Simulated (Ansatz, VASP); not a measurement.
**Ni in VASP and in Ansatz**

The input INCAR:

```
PREC = Accurate
ENCUT = 520
EDIFF = 1E-6
ISMEAR = -1
SIGMA = 0.1
LREAL = F
LASPH = T
NELM = 80
ALGO = Normal
ISIF = 2
LWAVE = F
LCHARG = T
GGA = PE
LELF = T
LVHAR = T
NBANDS = 17
```

File KPOINTS:

```
Automatic mesh
0
Gamma
  12 12 12
```

Contents of POSCAR:

```
Ni
1.0
    0.0000000000      2.5820241914      2.5820241914
    2.5820241914      0.0000000000      2.5820241914
    2.5820241914      2.5820241914      0.0000000000
Ni
2
Direct
    0.1250000000      0.1250000000      0.1250000000
    0.8750000000      0.8750000000      0.8750000000
```

Input for Ansatz:

```yaml
crystal:
  lattice:
    - [0.0, 2.5820241914, 2.5820241914]
    - [2.5820241914, 0.0, 2.5820241914]
    - [2.5820241914, 2.5820241914, 0.0]
  atoms:
    - { symbol: Ni, position: [0.125, 0.125, 0.125] }
    - { symbol: Ni, position: [0.875, 0.875, 0.875] }
hamiltonian:
  xc: pbe
  pseudopotentials:
    kind: paw
    azcp:
      Ni: "pseudopotentials/Ni.paw.azcp"
basis:
  ecutwfc: 420
  fft_grid_basis: typed
kpoints:
  mp_grid: { grid: [12, 12, 12], shift: [0, 0, 0] }
magnetization:
  spin_polarized: false
scf:
  occupations: { method: fermi_dirac, width: 0.1 }
  lower_state_search: "off"
output:
  stress: true
  write_density: true
  write_potential: true
  elf: true
  volumetric_format: npy
```

Alike in both runs: task single point; functional PBE; k mesh 12 × 12 × 12; occupations fermi-dirac, width 0.1 eV; no spin polarisation.

|  | VASP | Ansatz |
| --- | --- | --- |
| version | VASP 6.6.1 | Ansatz 0.2.0 |
| potentials or method | VASP PAW PBE potentials, release 64 (Ni) | plane waves (420 eV) with PAW, scalar-relativistic |
| plane-wave cutoff (eV) | 520 | 420 |
| valence electrons in the cell | 20 | 36 |

```csv
,VASP,Ansatz,Ansatz less VASP
pressure (GPa),-3.2,-3.3,-0.07
```

With one functional, cell and mesh, what is left measures potentials, basis and numerics. The two sets of potentials don't hold the same shells in valence.

Caveats: the run has no spin polarisation, though such a crystal can be magnetic. Spin polarisation is off, so any magnetic state and its effect on volume and gap are missing.
